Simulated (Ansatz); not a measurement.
Input and command of a calculation in Ansatz (plane waves; scalar-relativistic PAW potentials unless the input names others):

```yaml
crystal:
  lattice:
    - [3.6481572915, 0.0, 0.0]
    - [-1.8240786457, 3.1593968914, 0.0]
    - [0.0, 0.0, 44.2705330929]
  atoms:
    - { symbol: S, position: [0.6666666667, 0.3333333333, 0.396289465] }
    - { symbol: Zr, position: [0.0, 0.0, 0.4292352279] }
    - { symbol: S, position: [0.3333333333, 0.6666666667, 0.4620788575] }
    - { symbol: S, position: [0.3333333333, 0.6666666667, 0.5379208416] }
    - { symbol: Zr, position: [0.6666666667, 0.3333333333, 0.5707653052] }
    - { symbol: S, position: [0.0, 0.0, 0.6037103027] }
  periodic: [true, true, false]
basis:
  ecutwfc: 420
kpoints:
  mp_grid: { grid: [1, 1, 1] }
hamiltonian:
  xc: pbe
  dispersion: d3bj
scf:
  occupations: { method: gaussian, width: 0.02 }
  max_iter: 80
output:
  forces: true
  eigenvalues: true
  stress: true
```

```bash
ansatz run input.yaml --threads 2 --pin off --max-ram 5120MiB --backend cpu --events-out ev --progress --plain --runs-dir out
```

Abridged log:
```
Warning: the atoms were moved onto the symmetric positions of the space group found under crystal.symmetry.tolerance 1.0e-5 (fractional; ...
Pseudopotentials: kind: paw
Pseudopotential: S, paw, valence charge 6, recommended cutoff 420 eV (normal)
Pseudopotential: Zr, paw, valence charge 12, recommended cutoff 420 eV (normal)
Functional definition: PBE
Crystal: 6 atoms, lattice volume = 510.261 Å³
Basis set: ecut = 420 eV, 9819 PW (Γ), exchange–correlation on 50×50×600 points (8 copies of the dense FFT grid, shifted against one another)
Bands: 30, of which v1, the nominal top of the filled ones, is band 24 counted from 1 (23 counted from 0)
Symmetry: 12 space group operations
Space group: P-3m1 (ITA 164), of the structure as read, at distance tolerance 8.0e-5 Å
k-points: 1
Initial density: superposition of atomic densities (neutral atoms: chi_scale 0, normalization atom), corrected by the library's trained network
Initial wavefunctions: pseudopotential atomic-orbital guess
Functional: x = pbe(κ = 0.804, μ = 0.21951497), c = pbe(β = 0.06672455)
SCF iter   1: F=—  HF=-11975.646201 eV  |F-HF|=—  |Δ(HF+E_count)|=         —  Δρ=2.12e-2  dr2=2.96e0  ethr=1.77e-3  ⟨swp⟩=10.0  Hψ=174  notcnv=0
SCF iter   2: F=—  HF=-11975.093522 eV  |F-HF|=—  |Δ(HF+E_count)|=   5.53e-1  Δρ=1.02e-2  dr2=5.58e-1  ethr=1.77e-3  ⟨swp⟩=3.0  Hψ=59  notcnv=0  defer=2
SCF iter   3: F=—  HF=-11975.184670 eV  |F-HF|=—  |Δ(HF+E_count)|=   9.11e-2  Δρ=2.77e-3  dr2=9.79e-2  ethr=1.16e-3  ⟨swp⟩=3.0  Hψ=57  notcnv=0  defer=2
SCF iter   4: F=—  HF=-11975.243774 eV  |F-HF|=—  |Δ(HF+E_count)|=   5.91e-2  Δρ=3.40e-3  dr2=4.58e-1  ethr=2.04e-4  ⟨swp⟩=3.0  Hψ=64  notcnv=0  defer=2  recentre
SCF iter   5: F=—  HF=-11975.207487 eV  |F-HF|=—  |Δ(HF+E_count)|=   3.63e-2  Δρ=6.53e-4  dr2=3.17e-3  ethr=2.04e-4  ⟨swp⟩=3.0  Hψ=56  notcnv=0  defer=2
SCF iter   6: F=—  HF=-11975.208462 eV  |F-HF|=—  |Δ(HF+E_count)|=   9.75e-4  Δρ=3.65e-4  dr2=1.23e-3  ethr=6.61e-6  ⟨swp⟩=3.0  Hψ=65  notcnv=0  defer=2
SCF iter   7: F=—  HF=-11975.208298 eV  |F-HF|=—  |Δ(HF+E_count)|=   1.64e-4  Δρ=1.92e-4  dr2=2.12e-4  ethr=2.56e-6  ⟨swp⟩=4.0  Hψ=61  notcnv=0  defer=2
SCF iter   8: F=—  HF=-11975.208257 eV  |F-HF|=—  |Δ(HF+E_count)|=   4.15e-5  Δρ=5.13e-5  dr2=3.14e-5  ethr=4.42e-7  ⟨swp⟩=3.0  Hψ=62  notcnv=0  defer=2
SCF iter   9: F=—  HF=-11975.208092 eV  |F-HF|=—  |Δ(HF+E_count)|=   1.65e-4  Δρ=1.07e-5  dr2=1.06e-6  ethr=6.54e-8  ⟨swp⟩=2.0  Hψ=46  notcnv=0  defer=2
SCF iter  10: F=—  HF=-11975.208092 eV  |F-HF|=—  |Δ(HF+E_count)|=   3.14e-7  Δρ=4.61e-6  dr2=1.54e-7  ethr=2.22e-9  ⟨swp⟩=3.0  Hψ=66  notcnv=0  defer=2
SCF iter  11: F=-11975.208092 eV  HF=-11975.208092 eV  |F-HF|=1.03e-9  |Δ(HF+E_count)|=   1.21e-8  Δρ=6.83e-7  dr2=3.83e-9  ethr=2.08e-10  ⟨swp⟩=17.0  Hψ=175  notcnv=0
SCF 1 converged in 11 iterations: F = -11975.208092 eV  dr2 = 3.83e-9
SCF converged after 11 iterations
Free energy (F): -11975.208092 eV
Harris-Foulkes:  -11975.208092 eV  (|F-HF|=1.03e-9)
Internal energy: -11975.208092 eV  (E = F + TS)
E sigma→0 (E₀):  -11975.208092 eV
Fermi energy:    -5.777314 eV
  E_disp       = -1.700319  (pairwise vdW)
--- Forces (eV/Å), atoms counted from 1 ---
  atom   1  S      0.00000000     0.00000000     3.03378570
  atom   2  Zr     0.00000000     0.00000000     0.00085858
  atom   3  S      0.00000000     0.00000000    -3.32595705
  atom   4  S      0.00000000     0.00000000     3.32595705
  atom   5  Zr     0.00000000     0.00000000    -0.00085858
  atom   6  S      0.00000000     0.00000000    -3.03378570
--- 2D stress c σ (N/m, compression-positive) ---
       31.296355       0.000000       0.000000
        0.000000      31.296355       0.000000
        0.000000       0.000000       0.000000
  P = ½ c Tr σ = 31.2964 N/m
```

Find the fault.

The fault is one k-point for a small cell (kpoints.mp_grid.grid: [12, 12, 1] → [1, 1, 1], the first being the value of the sound run). Setting it back cures it. The run converged all the same, with an energy at zero smearing 2.0 eV/atom above the reference's, largest force 3.326 eV/Å, gap on the mesh 1.47 eV, so convergence alone doesn't show that an input is right. A reference run on usual settings, whose relaxation ended at this geometry, converged, and the end of its own relaxation has largest force 0.008 eV/Å, gap on the mesh 1.01 eV.

It took 2 s on 2 threads of Intel(R) Xeon(R) Platinum 8259CL CPU @ 2.50GHz (Skylake/Cascade Lake), on a shared host, peak memory 0.5 GiB.